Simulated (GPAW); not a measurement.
Crystal: TiC.

```
Ti C
1.0
     3.04209    0.00000    0.00000
    -1.52104    2.63452    0.00000
     0.00000    0.00000    2.69797
Ti C
1 1
Direct
  0.00000 0.00000 0.50000
  0.33333 0.66667 0.00000
```

The cell was built by a generator and needn't be a form met in nature.

Base run:

| Property | Result |
| --- | --- |
| Program | GPAW 26.7.0 |
| Functional | revPBE |
| Potentials or basis | the program's PAW data sets (release 1.2.1) made for this functional |
| Cutoff | 800 eV |
| Basis | pw |
| k mesh | 10 × 10 × 10 |
| Occupations | fermi-dirac, width 0.05 eV |
| Spin | no spin polarisation |

Its results: pressure 3.6 GPa.

The run is repeated on the same cell with these changes: functional from revPBE to RPBE; band points from 100 to 80. What comes out?

Pressure 4.7 GPa.
